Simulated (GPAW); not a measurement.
# Ti3S4 (P3m1) in GPAW: band structure with r2SCAN

Aim: the band structure of Ti3S4 with r2SCAN.

All numbers are computed with GPAW 26.7.0; they aren't measurements. Logs are shortened: lines on timing, memory, paths and dates and some standing lists are left out, and cuts for length are marked. The log counts tension as positive stress, the text compression.

## (1) The crystal as given

Symmetry: P3m1, No. 156, trigonal system. Conventional cell: a = 3.444 Å, b = 3.444 Å, c = 11.812 Å, α = 90.00°, β = 90.00°, γ = 120.00°. Ti (site symmetry 3m) has 6 S at 2.43 to 2.46 Å as nearest neighbours. Ti (site symmetry 3m) is surrounded by 6 S at 2.38 to 2.58 Å. Ti (site symmetry 3m) is surrounded by 6 S at 2.42 to 2.54 Å. S (site symmetry 3m) has 6 Ti at 2.38 to 2.46 Å as nearest neighbours. S (site symmetry 3m) is surrounded by 3 Ti at 2.42 Å. S (site symmetry 3m) has 3 Ti at 2.43 Å as nearest neighbours. S (site symmetry 3m) has 6 Ti at 2.54 to 2.58 Å as nearest neighbours.

The cell comes from a database or a generator and needn't be the stable form of this composition.

## (2) Band structure, r2SCAN

File run.py:

```python
from ase import Atoms
from ase.dft.bandgap import bandgap
from ase.io import write
from ase.units import GPa
from gpaw import GPAW, PW

atoms = Atoms(['Ti', 'Ti', 'Ti', 'S', 'S', 'S', 'S'],
              cell=[[3.4443839616, 0.0, 0.0],
                    [-1.7221919808, 2.9829240111, 0.0],
                    [0.0, 0.0, 11.812203]],
              scaled_positions=[[0.6666666667, 0.3333333333, 0.877198],
                                [0.3333333333, 0.6666666667, 0.11136],
                                [0.3333333333, 0.6666666667, 0.384894],
                                [0.0, 0.0, 0.000344],
                                [0.0, 0.0, 0.501455],
                                [0.3333333333, 0.6666666667, 0.758841],
                                [0.6666666667, 0.3333333333, 0.250908]],
              pbc=True)

calc = GPAW(mode=PW(600),
            xc='MGGA_X_R2SCAN+MGGA_C_R2SCAN',
            kpts={'size': (6, 6, 2), 'gamma': True},
            occupations={'name': 'fermi-dirac', 'width': 0.05},
            nbands=53,
            convergence={'density': 1e-05, 'energy': 1e-05},
            maxiter=150,
            txt='gpaw.txt')
atoms.calc = calc
energy = atoms.get_potential_energy()
forces = atoms.get_forces()
stress = atoms.get_stress()
calc.write('gs.gpw')
write('result.traj', atoms)
print(f'Energy: {energy:.6f} eV')
print('Forces (eV/A):')
print(forces.round(4))
print('Stress (GPa):', (stress / GPa).round(3))
print('Fermi level:', round(calc.get_fermi_level(), 4), 'eV')
print(f'Gap: {bandgap(calc)[0]:.4f} eV, direct: {bandgap(calc, direct=True)[0]:.4f} eV')

path = atoms.cell.bandpath('GMKGALHA,LM,KH', npoints=60, eps=1e-4)
bs_calc = calc.fixed_density(kpts=path, symmetry='off', nbands=79,
                             convergence={'bands': 'CBM+6.0', 'eigenstates': 1e-6}, txt='bands.txt')
bs = bs_calc.band_structure()
bs.write('bs.json')
print(f'Gap on the path: {bandgap(bs_calc)[0]:.4f} eV')
```

Potentials or basis: GPAW PAW data sets (gpaw-data 1.2.1), pw.

Command:

```console
> OMP_NUM_THREADS=1 python run.py
```

gpaw.txt:

```text
__  _  _
 | _ |_)|_||  |
 |__||  | ||/\| - 26.7.0

Input parameters:
  mode=PW(ecut=600.0),
  convergence={'density': 1e-05, 'energy': 1e-05},
  kpts=MonkhorstPack(size=(6, 6, 2), gamma=True),
  maxiter=150,
  nbands=53,
  occupations=Occupations(name='fermi-dirac', width=0.05),
  xc=XC(name='MGGA_X_R2SCAN+MGGA_C_R2SCAN')

Diagonalizing LCAO Hamiltonian
Converting LCAO to pw mode

            Ti
         S

       S Ti

            S
         Ti

       S

Atoms  # Å, Bohr magnetons
|   | symbol |         x |        y |         z |    initial magnetic moments |
|---|--------|-----------|----------|-----------|-----------------------------|
| 0 |     Ti |  1.722192 | 0.994308 | 10.361641 | ( 0.0000,  0.0000,  0.0000) |
| 1 |     Ti | -0.000000 | 1.988616 |  1.315407 | ( 0.0000,  0.0000,  0.0000) |
| 2 |     Ti | -0.000000 | 1.988616 |  4.546446 | ( 0.0000,  0.0000,  0.0000) |
| 3 |      S |  0.000000 | 0.000000 |  0.004063 | ( 0.0000,  0.0000,  0.0000) |
| 4 |      S |  0.000000 | 0.000000 |  5.923288 | ( 0.0000,  0.0000,  0.0000) |
| 5 |      S | -0.000000 | 1.988616 |  8.963584 | ( 0.0000,  0.0000,  0.0000) |
| 6 |      S |  1.722192 | 0.994308 |  2.963776 | ( 0.0000,  0.0000,  0.0000) |

Unit cell  # Å
| periodic |         x |        y |         z |   lengths |     angles |
|----------|-----------|----------|-----------|-----------|------------|
|      yes |  3.444384 | 0.000000 |  0.000000 |  3.444384 |  90.000000 |
|      yes | -1.722192 | 2.982924 |  0.000000 |  3.444384 |  90.000000 |
|      yes |  0.000000 | 0.000000 | 11.812203 | 11.812203 | 120.000000 |

Number of symmetries: 6
Symmetry operations  # r_c * U_cc + t_c -> r_c
|   | kind |            matrix            |
|---|------|------------------------------|
| 0 |  σ   |  1, 1, 0,  0,-1, 0,  0, 0, 1 |
| 1 |  E   |  1, 0, 0,  0, 1, 0,  0, 0, 1 |
| 2 |  C3  |  0, 1, 0, -1,-1, 0,  0, 0, 1 |
| 3 |  σ   |  0,-1, 0, -1, 0, 0,  0, 0, 1 |
| 4 |  σ   | -1, 0, 0,  1, 1, 0,  0, 0, 1 |
| 5 |  C3  | -1,-1, 0,  1, 0, 0,  0, 0, 1 |

BZ-sampling:
  Number of BZ points: 72
  Number of IBZ points: 14

  Monkhorst-Pack size: [6, 6, 2]
  Monkhorst-Pack shift: [0.08333333333333333, 0.08333333333333333, 0.25]

K-points  # in reciprocal-cell coordinates
|     |                                coordinates |     weight |
|-----|--------------------------------------------|------------|
|   0 | (  0.00000000,   0.00000000,   0.00000000) | 0.01388889 |
|   1 | (  0.00000000,   0.00000000,   0.50000000) | 0.01388889 |
|   2 | (  0.16666667,   0.00000000,   0.00000000) | 0.08333333 |
|   3 | (  0.16666667,   0.00000000,   0.50000000) | 0.08333333 |
|   4 | (  0.33333333,  -0.16666667,   0.00000000) | 0.08333333 |
|   5 | (  0.33333333,  -0.16666667,   0.50000000) | 0.08333333 |
|   6 | (  0.33333333,   0.00000000,   0.00000000) | 0.08333333 |
|   7 | (  0.33333333,   0.00000000,   0.50000000) | 0.08333333 |
|   8 | (  0.33333333,   0.33333333,   0.00000000) | 0.02777778 |
|   9 | (  0.33333333,   0.33333333,   0.50000000) | 0.02777778 |
| ... |                                            |            |
|  13 | (  0.50000000,   0.50000000,   0.50000000) | 0.04166667 |

Plane wave coefficients: 4078
Cutoff: 600.0 eV

Spin-components: 1 (collinear spins)
Bands:           53
Projectors:      38
Spin-degeneracy: 2
Datatype:        complex128

Parallelization:
  kpt:    1
  domain: 1
  band:   1

Density:
  Valence electrons: 60.0
  Components: 1
  Grid points: [20 20 70]
  Charge: 0.0  # |e|

Potential:
  Grid points: [20 20 70]

species:
  Ti:
    name:    Titanium
    Z:       22.0
    valence: 12
    core:    10
    charge:  0.0  # [|e|]
    compensation charges:
      type: gauss
      rc: 0.38  # [Å]
      lmax: 2
    cutoffs:
      filter: 2.23  # [Å]
      core: 1.02  # [Å]
    projectors
    | kind |    occ | energy [eV] | rcut [Å] |
    |------|--------|-------------|----------|
    |   3s |  2.000 |     -62.623 |    1.270 |
    |   4s |  2.000 |      -4.466 |    1.270 |
    |   3p |  6.000 |     -38.862 |    1.058 |
    |   4p |  0.000 |      -1.466 |    1.058 |
    |   3d |  2.000 |      -4.258 |    1.058 |
    |    d |        |      22.953 |    1.058 |

    Using partial waves for Ti as LCAO basis

  S:
    name:    Sulfur
    Z:       16.0
    valence: 6
    core:    10
    charge:  0.0  # [|e|]
    compensation charges:
      type: gauss
      rc: 0.24  # [Å]
      lmax: 2
    cutoffs:
      filter: 1.77  # [Å]
      core: 1.66  # [Å]
    projectors
    | kind |    occ | energy [eV] | rcut [Å] |
    |------|--------|-------------|----------|
    |   3s |  2.000 |     -17.254 |    0.974 |
    |   3p |  4.000 |      -7.008 |    0.979 |
    |    s |        |       9.957 |    0.974 |
    |    p |        |      20.203 |    0.979 |
    |    d |        |       0.000 |    0.900 |

    Using partial waves for S as LCAO basis

Reference energy: -113102.522435  # eV

eigensolver:
  PPCG
  Converge bands: occupied
  niter=2

density mixing:
  MSR1-Mixer
  Pratt-step length: 0.05
  Maximum mixing coefficient: 0.75
  Old densities: 10
  SVD Regularization: 0.005
  Good broyden scale: 1.0
  Trust region scale: 1.0
  Backstep threshold: 4.0
  History deletion threshold: 6.0
  Fourier metric: weight=20.0, sigma=0.015

occupation numbers:
  Fermi-Dirac:
    width: 0.0500  # eV

poisson solver:
  ecut: 4800.0  # eV

xc functional:
  name: MGGA_X_R2SCAN+MGGA_C_R2SCAN with 2 nearest neighbor stencil

convergence criteria:
- Maximum integral of absolute [dens]ity change: 1e-05 electrons / valence electron
- Maximum [total energy] change in last 3 cyles: 1e-05 eV / valence electron
- Maximum integral of absolute [eigenst]ate change: 4e-08 eV^2 / valence electron
maximum number of iterations: 150

SCF iterations
|iter     | |      energy | eigst |  dens |
|---------|-|-------------|-------|-------|
|iter:   1| |  -94.374300 | +0.60 |       |
|iter:   2| |  -76.795342 | -0.74 | -1.22 |
|iter:   3| | -174.049179 | +0.47 | -1.21 |
|iter:   4| |  -75.825681 | -0.28 | -0.46 |
|iter:   5| |  -76.004739 | -0.90 | -1.15 |
|iter:   6| |  -76.426227 | -2.05 | -1.56 |
|iter:   7| |  -76.101603 | -2.37 | -1.42 |
|iter:   8| |  -76.129847 | -2.61 | -1.68 |
|iter:   9| |  -76.141620 | -3.20 | -2.09 |
|iter:  10| |  -76.136863 | -3.17 | -2.38 |
|iter:  11| |  -76.136568 | -4.09 | -2.65 |
|iter:  12| |  -76.136395c| -4.94 | -3.01 |
|iter:  13| |  -76.136410c| -5.96 | -3.48 |
|iter:  14| |  -76.136420c| -6.53 | -3.91 |
|iter:  15| |  -76.136422c| -7.55c| -4.45 |
|iter:  16| |  -76.136421c| -7.59c| -4.66 |
|iter:  17| |  -76.136422c| -7.74c| -4.86 |
|iter:  18| |  -76.136422c| -8.30c| -5.22c|

Converged in 18 steps
Energy contributions relative to reference atoms: (reference = -113102.522435)

Energy contributions:
  Kinetic:          28.691904
  Coulomb:         -28.961988
  Zero:             -0.763411
  External:          0.000000
  Xc:              -75.085532
  Entropy:          -0.034791
  Spinorbit:         0.000000
  ----------------------------
  Free energy:     -76.153817
  Extrapolated:    -76.136422

dipole moment: (-13.047278, -17.896214, -37.990761)  # |e|*Ang

Fermi level: 8.080
Eigenvalues  # (at kpt = [0.000, 0.000, 0.000])
| band index |      eig [eV] | occ [0-2] |
|------------|---------------|-----------|
|          0 |       -52.252 |     2.000 |
|        ... |               |           |
|         23 |         5.687 |     2.000 |
|         24 |         5.687 |     2.000 |
|         25 |         6.089 |     2.000 |
|         26 |         6.521 |     2.000 |
|         27 |         6.521 |     2.000 |
|         28 |         7.474 |     2.000 |
[... 8 lines left out ...]
|         37 |         9.292 |     0.000 |
|         38 |         9.535 |     0.000 |
|        ... |               |           |
|         52 |        17.829 |     0.000 |

No gap
No difference between direct/indirect transitions

Forces  # eV/Ang
|        x |        y |        z |
|----------|----------|----------|
|  0.00000 | -0.00000 | -0.17017 |  # Ti   0
|  0.00000 |  0.00000 |  0.03012 |  # Ti   1
| -0.00000 |  0.00000 |  0.04476 |  # Ti   2
|  0.00000 |  0.00000 |  0.05997 |  # S    3
|  0.00000 |  0.00000 | -0.25178 |  # S    4
|  0.00000 |  0.00000 |  0.25941 |  # S    5
|  0.00000 |  0.00000 |  0.02250 |  # S    6

Stress tensor  # eV/Ang^3
|        x |         y |         z |
|----------|-----------|-----------|
| 0.005536 |  0.000000 |  0.000000 |
| 0.000000 |  0.005536 | -0.000000 |
| 0.000000 | -0.000000 |  0.009807 |

# Writing to gs.gpw (mode='')
```

It took 10 min on 1 thread of Arm Neoverse V2, shared host; peak memory 0.78 GiB.

Results:

```yaml
Free_energy: -76.1538 eV
Pressure: -1.1 GPa
Largest_force: 0.259 eV/Å
Band_gap_along_the_path: none (metal or under the smearing width)
```

Forces on the atoms (eV/Å):
```
Ti   0.000  0.000 -0.170
Ti   0.000  0.000  0.030
Ti   0.000  0.000  0.045
S    0.000  0.000  0.060
S    0.000  0.000 -0.252
S    0.000  0.000  0.259
S    0.000  0.000  0.023
```

Levels at the corners of the path, in eV from the Fermi level:
```tsv
point	band 27	band 28	band 29	band 30	band 31	band 32	band 33	band 34
Γ	-1.56	-1.56	-0.61	-0.61	-0.53	0.28	0.28	0.68
M	-2.73	-2.55	-1.53	-0.37	0.45	1.05	1.12	1.42
K	-2.95	-2.94	-0.21	0.20	0.39	0.90	0.93	1.09
Γ	-1.56	-1.56	-0.61	-0.61	-0.53	0.28	0.28	0.68
A	-1.61	-1.61	-0.61	-0.61	-0.15	0.28	0.28	0.43
L	-2.78	-2.50	-1.60	-0.31	0.45	1.02	1.12	1.42
H	-2.96	-2.91	-0.17	0.19	0.41	0.87	0.91	1.03
A	-1.61	-1.61	-0.61	-0.61	-0.15	0.28	0.28	0.43
L	-2.78	-2.50	-1.60	-0.31	0.45	1.02	1.12	1.42
M	-2.73	-2.55	-1.53	-0.37	0.45	1.05	1.12	1.42
K	-2.95	-2.94	-0.21	0.20	0.39	0.90	0.93	1.09
H	-2.96	-2.91	-0.17	0.19	0.41	0.87	0.91	1.03
```

Caveat: the PAW data sets were made with another functional, which shifts forces and pressure a little.
